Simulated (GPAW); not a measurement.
**Quasiparticle gap of GaAs (F-43m) in GPAW**

Aim: the G0W0 gap of GaAs (F-43m) on PBE, step by step.

Method: PBE and many-body steps on it, plane waves, in GPAW 26.7.0.

**Experimental background.**

- Gap 1.51 eV: band-edge emission energy from PL (direct gap at Gamma); photoluminescence, 633 nm excitation; 77 K; bulk crystal (MBE GaAs matrix around a thin InAs wetting layer on semi-insulating GaAs (100)) (“Photoluminescence of InAs/GaAs quantum dots under direct two-photon excitation”, 2020, pmc:7331710).

- Gap 1.42 eV: band-edge photoluminescence emission energy of the GaAs substrate; time-integrated photoluminescence; 300 K; bulk crystal ((001) GaAs substrate beneath GaBiAs epilayers) (“Investigation of the anisotropic electron g factor as a probe of the electronic structure of GaBixAs1-x/GaAs epilayers”, 2014, arxiv:1409.8467).

- Gap 1.412 ± 0.01 eV: direct gap E0 at Gamma from ellipsometry; variable-angle spectroscopic ellipsometry, parametric critical-point fit; 300 K; bulk crystal (semi-insulating GaAs(001) reference substrate with native oxide) (“Evidence of valence band perturbations in GaAsN/GaAs(001): A combined variable-angle spectroscopic ellipsometry and modulated photoreflectance investigation”, 2008, arxiv:0805.2212).

- Gap 1.418 ± 0.005 eV: direct gap E0 at Gamma from PR; modulated photoreflectance, low-field lineshape fit; 300 K; bulk crystal (semi-insulating GaAs(001) reference substrate) (“Evidence of valence band perturbations in GaAsN/GaAs(001): A combined variable-angle spectroscopic ellipsometry and modulated photoreflectance investigation”, 2008, arxiv:0805.2212).

### Step 1. The structure

It takes space group F-43m (No. 216, cubic). The conventional cell has a = 5.654 Å, b = 5.654 Å, c = 5.654 Å, α = 90.00°, β = 90.00°, γ = 90.00°. Nearest to Ga lie 4 As at 2.45 Å. Nearest to As lie 4 Ga at 2.45 Å. Farther neighbours are not listed.

Structure file:

```cif
data_structure
_symmetry_space_group_name_H-M 'F-43m'
_symmetry_Int_Tables_number 216
_cell_length_a 5.6537
_cell_length_b 5.6537
_cell_length_c 5.6537
_cell_angle_alpha 90.000
_cell_angle_beta 90.000
_cell_angle_gamma 90.000
_cell_volume 180.72
loop_
_atom_site_label
_atom_site_type_symbol
_atom_site_symmetry_multiplicity
_atom_site_Wyckoff_symbol
_atom_site_fract_x
_atom_site_fract_y
_atom_site_fract_z
_atom_site_occupancy
Ga1 Ga 4 a 0.00000 0.00000 0.00000 1
As1 As 4 d 0.25000 0.25000 0.75000 1
```

The cell and positions come from the Crystallography Open Database and are kept as given unless a step says otherwise.

### Step 2. Ground state

This step: GPAW 26.7.0; DFT, PBE, plane waves, PAW.

The ground-state density comes first.

Input file run.py:

```python
import json
import numpy as np
from gpaw.mpi import world
from ase import Atoms
from gpaw import GPAW, PW, FermiDirac

atoms = Atoms(['Ga', 'As'],
    cell=[[0.0000000000, 2.8268500000, 2.8268500000],
      [2.8268500000, 0.0000000000, 2.8268500000],
      [2.8268500000, 2.8268500000, 0.0000000000]],
    scaled_positions=[[0.0000000000, 0.0000000000, 0.0000000000],
      [0.2500000000, 0.2500000000, 0.2500000000]],
    pbc=(True, True, True))
calc = GPAW(mode=PW(450),
    xc='PBE',
    kpts={'size': (8, 8, 8), 'gamma': True},
    occupations=FermiDirac(0.001),
    nbands=-7,
    convergence={'density': 1e-6, 'bands': -3},
    maxiter=100,
    txt='gs.txt')
atoms.calc = calc
res = {'energy': atoms.get_potential_energy()}
kpts = calc.get_ibz_k_points()
res['kpts'] = kpts
res['eigenvalues'] = [calc.get_eigenvalues(kpt=k) for k in range(len(kpts))]
res['n_electrons'] = calc.get_number_of_electrons()
calc.write('gs.gpw')

if world.rank == 0:
    with open('result.json', 'w') as f:
        json.dump(res, f, default=lambda x: x.tolist())
```

Started as:

```bash
mpirun -n 4 gpaw python run.py
```

Numbers of over 12 decimals in the logs are rounded to 6 here.

Output:

```text
__  _  _
 | _ |_)|_||  |
 |__||  | ||/\| - 26.7.0

Input parameters:
  mode=PW(ecut=450.000000),
  convergence={'density': 1e-06, 'bands': -3},
  kpts=MonkhorstPack(size=(8, 8, 8), gamma=True),
  maxiter=100,
  nbands=-7,
  occupations=Occupations(name='fermi-dirac', width=0.001, fixmagmom=False),
  xc=XC(name='PBE')
  [... matrices ...]
Diagonalizing LCAO Hamiltonian
Converting LCAO to pw mode

           As

       Ga

Atoms  # Å, Bohr magnetons
|   | symbol |        x |        y |        z |    initial magnetic moments |
| 0 |     Ga | 0.000000 | 0.000000 | 0.000000 | ( 0.0000,  0.0000,  0.0000) |
| 1 |     As | 1.413425 | 1.413425 | 1.413425 | ( 0.0000,  0.0000,  0.0000) |

Unit cell  # Å
| periodic |        x |        y |        z |  lengths |    angles |
|      yes | 0.000000 | 2.826850 | 2.826850 | 3.997770 | 60.000000 |
|      yes | 2.826850 | 0.000000 | 2.826850 | 3.997770 | 60.000000 |
|      yes | 2.826850 | 2.826850 | 0.000000 | 3.997770 | 60.000000 |

Number of symmetries: 24
Symmetry operations  # r_c * U_cc + t_c -> r_c
|    | kind |            matrix            |
|  0 |  E   |  1, 0, 0,  0, 1, 0,  0, 0, 1 |
|  1 |  σ   |  1, 0, 0,  0, 0, 1,  0, 1, 0 |
|  2 |  σ   |  1, 0,-1,  0, 1,-1,  0, 0,-1 |
|  3 |  C3  |  1, 0,-1,  0, 0,-1,  0, 1,-1 |
|  4 |  C3  |  1,-1, 0,  0,-1, 1,  0,-1, 0 |
|  5 |  σ   |  1,-1, 0,  0,-1, 0,  0,-1, 1 |
|  6 |  σ   |  0, 1, 0,  1, 0, 0,  0, 0, 1 |
|  7 |  C3  |  0, 1, 0,  0, 0, 1,  1, 0, 0 |
|  8 |  C2  |  0, 1,-1,  1, 0,-1,  0, 0,-1 |
|  9 |  S4  |  0, 1,-1,  0, 0,-1,  1, 0,-1 |
| 10 |  C3  |  0, 0, 1,  1, 0, 0,  0, 1, 0 |
| 11 |  σ   |  0, 0, 1,  0, 1, 0,  1, 0, 0 |
| 12 |  S4  |  0, 0,-1,  1, 0,-1,  0, 1,-1 |
| 13 |  C3  |  0, 0,-1,  0, 1,-1,  1, 0,-1 |
| 14 |  S4  |  0,-1, 1,  1,-1, 0,  0,-1, 0 |
| 15 |  C2  |  0,-1, 1,  0,-1, 0,  1,-1, 0 |
| 16 |  C3  |  0,-1, 0,  1,-1, 0,  0,-1, 1 |
| 17 |  S4  |  0,-1, 0,  0,-1, 1,  1,-1, 0 |
| 18 |  S4  | -1, 1, 0, -1, 0, 1, -1, 0, 0 |
| 19 |  C3  | -1, 1, 0, -1, 0, 0, -1, 0, 1 |
| 20 |  C3  | -1, 0, 1, -1, 1, 0, -1, 0, 0 |
| 21 |  S4  | -1, 0, 1, -1, 0, 0, -1, 1, 0 |
| 22 |  σ   | -1, 0, 0, -1, 1, 0, -1, 0, 1 |
| 23 |  C2  | -1, 0, 0, -1, 0, 1, -1, 1, 0 |

BZ-sampling:
  Number of BZ points: 512
  Number of IBZ points: 29

  Monkhorst-Pack size: [8, 8, 8]
  Monkhorst-Pack shift: [0.0625, 0.0625, 0.0625]

K-points  # in reciprocal-cell coordinates
|     |                                coordinates |     weight |
|   0 | (  0.00000000,   0.00000000,   0.00000000) | 0.00195312 |
|   1 | (  0.12500000,   0.12500000,   0.00000000) | 0.01171875 |
|   2 | (  0.12500000,   0.12500000,   0.12500000) | 0.01562500 |
|   3 | (  0.25000000,   0.12500000,   0.12500000) | 0.02343750 |
|   4 | (  0.25000000,   0.25000000,   0.00000000) | 0.01171875 |
|   5 | (  0.25000000,   0.25000000,   0.12500000) | 0.04687500 |
|   6 | (  0.25000000,   0.25000000,   0.25000000) | 0.01562500 |
|   7 | (  0.37500000,   0.25000000,  -0.37500000) | 0.04687500 |
|   8 | (  0.37500000,   0.25000000,   0.12500000) | 0.04687500 |
|   9 | (  0.37500000,   0.25000000,   0.25000000) | 0.04687500 |
| ... |                                            |            |
|  28 | (  0.50000000,   0.50000000,   0.50000000) | 0.00781250 |

Plane wave coefficients: 995
Cutoff: 450.000000 eV

Spin-components: 1 (collinear spins)
Bands:           11
Projectors:      10
Spin-degeneracy: 2
Datatype:        complex128

  Storage: CPU
  Wave functions: 4_802_864 bytes (1_200_716 per core)
  Projectors: 9_169_104 bytes (2_292_276 per core)
  [... matrices ...]
Parallelization:
  kpt:    4
  domain: 1
  band:   1

Density:
  Valence electrons: 8.0
  Components: 1
  Grid points: [20 20 20]
  Charge: 0.0  # |e|

Potential:
  Grid points: [20 20 20]

species:
  Ga:
    name:    Gallium
    Z:       31.0
    valence: 3
    core:    28
    charge:  0.0  # [|e|]
    compensation charges:
      type: gauss
      rc: 0.37  # [Å]
      lmax: 2
    cutoffs:
      filter: 2.06  # [Å]
      core: 4.17  # [Å]
    projectors
    | kind |    occ | energy [eV] | rcut [Å] |
    |   4s |  2.000 |      -8.945 |    1.164 |
    |   4p |  1.000 |      -2.580 |    1.164 |
    |    s |        |      18.266 |    1.164 |
    |    p |        |      24.631 |    1.164 |
    |    d |        |       0.000 |    1.164 |

    Using partial waves for Ga as LCAO basis

  As:
    name:    Arsenic
    Z:       33.0
    valence: 5
    core:    28
    charge:  0.0  # [|e|]
    compensation charges:
      type: gauss
      rc: 0.33  # [Å]
      lmax: 2
    cutoffs:
      filter: 1.87  # [Å]
      core: 2.96  # [Å]
    projectors
    | kind |    occ | energy [eV] | rcut [Å] |
    |   4s |  2.000 |     -14.487 |    1.058 |
    |   4p |  3.000 |      -5.196 |    1.058 |
    |    s |        |      12.725 |    1.058 |
    |    p |        |      22.016 |    1.058 |
    |    d |        |       0.000 |    1.058 |

    Using partial waves for As as LCAO basis

Reference energy: -114387.645129  # eV

eigensolver:
  PPCG
  Converge bands: -3
  niter=2

density mixing:
  MSR1-Mixer
  Pratt-step length: 0.05
  Maximum mixing coefficient: 0.75
  Old densities: 10
  SVD Regularization: 0.005
  Good broyden scale: 1.0
  Trust region scale: 1.0
  Backstep threshold: 4.0
  History deletion threshold: 6.0
  Fourier metric: weight=20.0, sigma=0.015

occupation numbers:
  Fermi-Dirac:
    width: 0.0010  # eV

poisson solver:
  ecut: 3600.000000  # eV

xc functional:
  name: PBE with 2 nearest neighbor stencil

Initialization done in: 0.881 s

convergence criteria:
- Maximum integral of absolute [dens]ity change: 1e-06 electrons / valence electron
- Maximum [total energy] change in last 3 cyles: 0.0005 eV / valence electron
- Maximum integral of absolute [eigenst]ate change: 4e-08 eV^2 / valence electron
maximum number of iterations: 100

SCF iterations
|iter     |     time |      energy | eigst |  dens |
|iter:   1|  |   -8.316335 | +0.83 |       |
|iter:   2|  |   -8.299043 | -0.90 | -0.89 |
|iter:   3|  |   -8.226447 | -1.88 | -0.93 |
|iter:   4|  |   -8.228218 | -3.47 | -1.52 |
|iter:   5|  |   -8.228469c| -4.38 | -2.05 |
|iter:   6|  |   -8.228485c| -5.52 | -2.81 |
|iter:   7|  |   -8.228486c| -7.16 | -3.55 |
|iter:   8|  |   -8.228486c| -8.20c| -4.10 |
|iter:   9|  |   -8.228486c| -8.83c| -5.41 |
|iter:  10|  |   -8.228486c| -9.32c| -5.85 |
|iter:  11|  |   -8.228486c|-10.26c| -7.01c|

Converged in 11 steps
SCF loop duration: 1.662 s (0.151 s/step)
Energy contributions relative to reference atoms: (reference = -114387.645129)
  [... matrices ...]
Energy contributions:
  Kinetic:          26.974889
  Coulomb:         -23.863253
  Zero:              0.019023
  External:          0.000000
  Xc:              -11.359144
  Entropy:          -0.000000
  Spinorbit:         0.000000
  ----------------------------
  Free energy:      -8.228486
  Extrapolated:     -8.228486

dipole moment: (-17.920499, -17.920499, -17.920499)  # |e|*Ang

Fermi level: 4.952
Eigenvalues  # (at kpt = [0.000, 0.000, 0.000])
| band index |      eig [eV] | occ [0-2] |
|          0 |        -7.775 |     2.000 |
|          1 |         4.921 |     2.000 |
|          2 |         4.921 |     2.000 |
|          3 |         4.921 |     2.000 |
|          4 |         5.508 |     0.000 |
|          5 |         8.695 |     0.000 |
|          6 |         8.695 |     0.000 |
|          7 |         8.695 |     0.000 |
|          8 |        12.577 |     0.000 |
|          9 |        15.009 |     0.000 |
|         10 |        15.009 |     0.000 |

Gap: 0.587 eV
Transition (v -> c):
  (s=0, k=0, n=3, [0.00, 0.00, 0.00]) -> (s=0, k=0, n=4, [0.00, 0.00, 0.00])
No difference between direct/indirect transitions
# Writing to gs.gpw (mode='')
  [... matrices ...]
```

Elapsed: 4.4 s, on 4 MPI ranks of Arm Neoverse V1, shared host; peak memory 0.58 GiB.

Numbers from this step:

```yaml
total_energy: -8.228 eV
gap: 0.5868 eV
k_of_the_valence_top: 0, 0, 0
k_of_the_conduction_bottom: 0, 0, 0
least_direct_gap: 0.5868 eV
```

The gap is direct, at Γ.

### Step 3. Bands along the symmetry lines

The cheap functional maps the bands first; the places of the edges decide which points the dearer methods must see.

Input file run.py:

```python
import json
import numpy as np
from gpaw.mpi import world
from gpaw import GPAW

path = [[0.000000, 0.000000, 0.000000],
    [-0.062500, -0.062500, 0.000000],
    [-0.125000, -0.125000, 0.000000],
    [-0.187500, -0.187500, 0.000000],
    [-0.250000, -0.250000, 0.000000],
    [-0.312500, -0.312500, 0.000000],
    [-0.375000, -0.375000, 0.000000],
    [-0.437500, -0.437500, 0.000000],
    [-0.500000, -0.500000, 0.000000],
    [-0.484375, -0.484375, 0.031250],
    [-0.468750, -0.468750, 0.062500],
    [-0.453125, -0.453125, 0.093750],
    [-0.437500, -0.437500, 0.125000],
    [-0.421875, -0.421875, 0.156250],
    [-0.406250, -0.406250, 0.187500],
    [-0.390625, -0.390625, 0.218750],
    [-0.375000, -0.375000, 0.250000],
    [-0.375000, 0.000000, 0.375000],
    [-0.328125, 0.000000, 0.328125],
    [-0.281250, 0.000000, 0.281250],
    [-0.234375, 0.000000, 0.234375],
    [-0.187500, 0.000000, 0.187500],
    [-0.140625, 0.000000, 0.140625],
    [-0.093750, 0.000000, 0.093750],
    [-0.046875, 0.000000, 0.046875],
    [0.000000, 0.000000, 0.000000],
    [0.000000, 0.000000, 0.062500],
    [0.000000, 0.000000, 0.125000],
    [0.000000, 0.000000, 0.187500],
    [0.000000, 0.000000, 0.250000],
    [0.000000, 0.000000, 0.312500],
    [0.000000, 0.000000, 0.375000],
    [0.000000, 0.000000, 0.437500],
    [-0.000000, -0.000000, 0.500000],
    [-0.062500, -0.031250, 0.468750],
    [-0.125000, -0.062500, 0.437500],
    [-0.187500, -0.093750, 0.406250],
    [-0.250000, -0.125000, 0.375000],
    [-0.312500, -0.156250, 0.343750],
    [-0.375000, -0.187500, 0.312500],
    [-0.437500, -0.218750, 0.281250],
    [-0.500000, -0.250000, 0.250000],
    [-0.500000, -0.281250, 0.218750],
    [-0.500000, -0.312500, 0.187500],
    [-0.500000, -0.343750, 0.156250],
    [-0.500000, -0.375000, 0.125000],
    [-0.500000, -0.406250, 0.093750],
    [-0.500000, -0.437500, 0.062500],
    [-0.500000, -0.468750, 0.031250],
    [-0.500000, -0.500000, 0.000000]]
calc = GPAW('gs.gpw').fixed_density(kpts=path,
    symmetry='off',
    nbands=14,
    convergence={'bands': 10},
    txt='bands.txt')
res = {}
kpts = calc.get_ibz_k_points()
res['kpts'] = kpts
res['eigenvalues'] = [calc.get_eigenvalues(kpt=k) for k in range(len(kpts))]
res['n_electrons'] = calc.get_number_of_electrons()

if world.rank == 0:
    with open('result.json', 'w') as f:
        json.dump(res, f, default=lambda x: x.tolist())
```

Started as:

```bash
mpirun -n 4 gpaw python run.py
```

Output:

```text
Diagonalizing LCAO Hamiltonian
Converting LCAO to pw mode
convergence criteria:
- Maximum integral of absolute [eigenst]ate change: 4e-08 eV^2 / valence electron
maximum number of iterations: 100

SCF iterations
|iter     |     time |      energy | eigst |  dens |
|iter:   1|  |             | +1.71 |       |
|iter:   2|  |             | +0.36 |       |
|iter:   3|  |             | -0.83 |       |
|iter:   4|  |             | -2.17 |       |
|iter:   5|  |             | -3.44 |       |
|iter:   6|  |             | -5.17 |       |
|iter:   7|  |             | -6.38 |       |
|iter:   8|  |             | -7.87c|       |
SCF steps: 8
  __  _  _
 | _ |_)|_||  |
 |__||  | ||/\| - 26.7.0

Input parameters:
  mode=PW(ecut=450.000000),
  convergence={'bands': 10},
  gpts=array([20, 20, 20]),
  kpts=KPoints(kpts=array([[ 0.      ,  0.      ,  0.      ],
         [-0.0625  , -0.0625  ,  0.      ],
         [-0.125   , -0.125   ,  0.      ],
         [-0.1875  , -0.1875  ,  0.      ],
[...]
[-0.484375, -0.484375,  0.03125 ],
[...]
[-0.453125, -0.453125,  0.09375 ],
[...]
[-0.421875, -0.421875,  0.15625 ],
[...]
[-0.390625, -0.390625,  0.21875 ],
[...]
[-0.328125,  0.      ,  0.328125],
[...]
[-0.234375,  0.      ,  0.234375],
[...]
[-0.140625,  0.      ,  0.140625],
[...]
[-0.046875,  0.      ,  0.046875],
         [ 0.      ,  0.      ,  0.      ],
         [ 0.      ,  0.      ,  0.0625  ],
         [ 0.      ,  0.      ,  0.125   ],
[...]
[ 0.      ,  0.      ,  0.375   ],
         [ 0.      ,  0.      ,  0.4375  ],
[...]
[-0.5     , -0.4375  ,  0.0625  ],
         [-0.5     , -0.46875 ,  0.03125 ],
         [-0.5     , -0.5     ,  0.      ]])),
  maxiter=100,
  nbands=14,
  occupations=Occupations(name='fermi-dirac', width=0.001, fixmagmom=False),
  parallel={},
  symmetry=Symmetry(point_group=False, time_reversal=False),
  xc=XC(name='PBE')
  [... matrices ...]
timing:  # [seconds]
  Total: 0.027  # ━━━━━━━━━━━━━━━━━━━━━━━━━━━━━━━━━━━━━━━━━━━━━━━━━━━━━━━━━━━
```

It took 4.4 s on 4 MPI ranks; peak memory 0.61 GiB.

This step gave:

```yaml
gap: 0.5868 eV
k_of_the_valence_top: 0, 0, 0
k_of_the_conduction_bottom: 0, 0, 0
least_direct_gap: 0.5868 eV
```

The gap is 0.587 eV, as in the run before at this level.

Electronic bands along the path, in eV, zero at the top of the highest filled band; v1 is the highest filled band, c1 the lowest empty one:

| point | v4 | v3 | v2 | v1 | c1 | c2 | c3 | c4 |
| --- | --- | --- | --- | --- | --- | --- | --- | --- |
| Γ | -12.70 | 0.00 | 0.00 | 0.00 | 0.59 | 3.77 | 3.77 | 3.77 |
| halfway | -11.83 | -4.09 | -1.69 | -1.69 | 2.01 | 3.31 | 6.66 | 6.66 |
| X | -10.34 | -6.79 | -2.66 | -2.66 | 1.48 | 1.68 | 10.22 | 10.22 |
| halfway | -10.33 | -6.74 | -3.19 | -2.56 | 1.67 | 2.60 | 9.26 | 9.46 |
| U | -10.39 | -6.59 | -3.85 | -2.25 | 1.98 | 4.68 | 8.01 | 8.11 |
| jump to K | -10.39 | -6.59 | -3.85 | -2.25 | 1.98 | 4.68 | 8.01 | 8.11 |
| halfway | -11.76 | -4.55 | -2.44 | -0.68 | 2.74 | 4.80 | 4.85 | 5.68 |
| Γ | -12.70 | 0.00 | 0.00 | 0.00 | 0.59 | 3.77 | 3.77 | 3.77 |
| halfway | -12.06 | -4.14 | -0.68 | -0.68 | 1.50 | 4.64 | 4.64 | 6.00 |
| L | -11.06 | -6.61 | -1.13 | -1.13 | 1.05 | 4.67 | 4.67 | 7.79 |
| halfway | -10.73 | -6.45 | -3.22 | -1.93 | 3.07 | 4.20 | 6.39 | 7.73 |
| W | -10.30 | -6.59 | -3.54 | -3.33 | 4.67 | 4.75 | 5.46 | 6.08 |
| halfway | -10.32 | -6.69 | -3.14 | -3.03 | 2.58 | 2.79 | 8.19 | 8.40 |
| X | -10.34 | -6.79 | -2.66 | -2.66 | 1.48 | 1.68 | 10.22 | 10.22 |

The electronic bands as a text plot (rows in eV, shown from -8.0 to 6.6 only):

```
    6.3 |                  +++              +         ++ +++
    5.7 |    +              +++++++                  +  ++++
    5.1 |                       +  ++      +      +++    +
    4.5 |  ++             +      ++      +++++++++++++++++++
    3.9 |++              +         ++++++++             +   +
    3.2 |  +++++        +                             ++
    2.6 |  +++  ++     +    +++++++                  +       ++
    2.0 |     ++  +++ + ++++       ++               +         +++
    1.4 | +     ++++++++             +  ++++++++  ++            +
    0.8 |+                            ++        ++
    0.2 |*                           ****
   -0.4 | ***                   ******   ****
   -1.0 | *  *                **   ***  *    *******
   -1.6 |     **           ***   **               ****
   -2.2 |  **   ***     ***     *  **    **         * **
   -2.8 |    *     *****                   *         *  **   ****
   -3.4 |              ***  **** **                   ********
   -4.0 |     **          **                *
   -4.7 |                       *
   -5.3 |       **            **             **
   -5.9 |         *         **                 *
   -6.5 |          ** ******                    *****************
   -7.1 |            *
   -7.7 |
         Γ           X  U|K            Γ         L        W     X
```

### Step 4. Empty states on the mesh, 6×6×6 mesh, 247 bands

The sums over transitions need many empty states on a uniform mesh; this step solves for them.

Input file run.py:

```python
import json
import numpy as np
from gpaw.mpi import world
from gpaw import GPAW

calc = GPAW('gs.gpw').fixed_density(kpts={'size': (6, 6, 6), 'gamma': True},
    parallel={'domain': 1, 'band': 1},
    txt='nscf.txt')
calc.diagonalize_full_hamiltonian(nbands=247)
calc.write('full.gpw', mode='all')
res = {}
kpts = calc.get_ibz_k_points()
res['kpts'] = kpts
res['eigenvalues'] = [calc.get_eigenvalues(kpt=k) for k in range(len(kpts))]
res['n_electrons'] = calc.get_number_of_electrons()

if world.rank == 0:
    with open('result.json', 'w') as f:
        json.dump(res, f, default=lambda x: x.tolist())
```

Started as:

```bash
mpirun -n 4 gpaw python run.py
```

Output:

```text
Diagonalizing LCAO Hamiltonian
Converting LCAO to pw mode
convergence criteria:
- Maximum integral of absolute [eigenst]ate change: 4e-08 eV^2 / valence electron
maximum number of iterations: 100

SCF iterations
|iter     |     time |      energy | eigst |  dens |
|iter:   1|  |             | +0.85 |       |
|iter:   2|  |             | -0.98 |       |
|iter:   3|  |             | -2.88 |       |
|iter:   4|  |             | -4.64 |       |
|iter:   5|  |             | -5.90 |       |
|iter:   6|  |             | -7.02 |       |
|iter:   7|  |             | -7.72c|       |
SCF steps: 7
  __  _  _
 | _ |_)|_||  |
 |__||  | ||/\| - 26.7.0

Input parameters:
  mode=PW(ecut=450.000000),
  convergence={'density': 1e-06, 'bands': -3},
  gpts=array([20, 20, 20]),
  kpts=MonkhorstPack(size=(6, 6, 6), gamma=True),
  maxiter=100,
  nbands=11,
  occupations=Occupations(name='fermi-dirac', width=0.001, fixmagmom=False),
  parallel={'domain': 1, 'band': 1},
  xc=XC(name='PBE')
Matrix size: 975x975
# Writing to full.gpw (mode='all')
  [... matrices ...]

timing:  # [seconds]
  Total: 4.910  # ━━━━━━━━━━━━━━━━━━━━━━━━━━━━━━━━━━━━━━━━━━━━━━━━━━━━━━━━━━━
```

Run time: 8 s. Hardware: 4 MPI ranks; peak memory 0.94 GiB; 32 s of CPU time.

Numbers from this step:

| Property | Result |
| --- | --- |
| gap | 0.5868 eV |
| k of the valence top | 0, 0, 0 |
| k of the conduction bottom | 0, 0, 0 |
| least direct gap | 0.5868 eV |
| k points computed | 16 |
| lowest point of the top converged band, above the valence top | 161.0810 eV |

On this mesh the gap is 0.587 eV.

[end of part 1 of 2]

[Paths, hosts, dates, memory and timing lines, banners, echoed tables and standing remarks are left out of the program output.]

[Logs are printed without paths, hosts, clocks, repeated set-up lines and the standing remarks that a program may print on its own settings, such as how far it seeks lower states.]

[Runs of the session that timed out or met a known fault of the program may be left out.]

[Hosts, paths, dates, database ids (printed as entryN), source tags and the programs' standing remarks are cut or masked in the printed files.]
